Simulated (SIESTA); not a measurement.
Crystal: Ag.

```xyz
1
Lattice="0.0000 2.0427 2.0427 2.0427 0.0000 2.0427 2.0427 2.0427 0.0000" Properties=species:S:1:pos:R:3 pbc="T T T"
Ag    0.0000    0.0000    0.0000
```

Base run:

* Program: SIESTA 5.4.2
* Functional: RPBE
* Potentials or basis: PseudoDojo 0.4 standard (PBE files)
* Basis: DZP (energy shift 0.003 Ry; two zetas on semicore shells)
* Grid cutoff: 800 Ry
* Energy shift: 0.003 Ry
* k mesh: 11 × 11 × 11
* Occupations: fermi-dirac, width 0.05 eV
* Spin: no spin polarisation

Its results: band gap on the k mesh none (metal or under the smearing width); pressure 9.0 GPa.

Question: After a change of settings the same cell gave: band gap on the k mesh none (metal or under the smearing width); pressure -1.2 GPa. Which change was it?
A. functional from RPBE to PBE; potentials or basis from PseudoDojo 0.4 standard (PBE files) to SG15 1.2 (PBE files) or PseudoDojo by element
B. functional from RPBE to vdW-DF-cx
C. functional from RPBE to PBE; basis from DZP (energy shift 0.003 Ry; two zetas on semicore shells) to DZ (energy shift 0.003 Ry; two zetas on semicore shells)
D. functional from RPBE to PBE; basis from DZP (energy shift 0.003 Ry; two zetas on semicore shells) to SZ (energy shift 0.003 Ry)

Answer: B.

Caveats: short orbitals over semicore shells can move pressures by several GPa; the potentials were made for another functional, which shifts forces and pressure; the basis of atomic orbitals isn't converged, which shifts pressures, moduli and gaps.
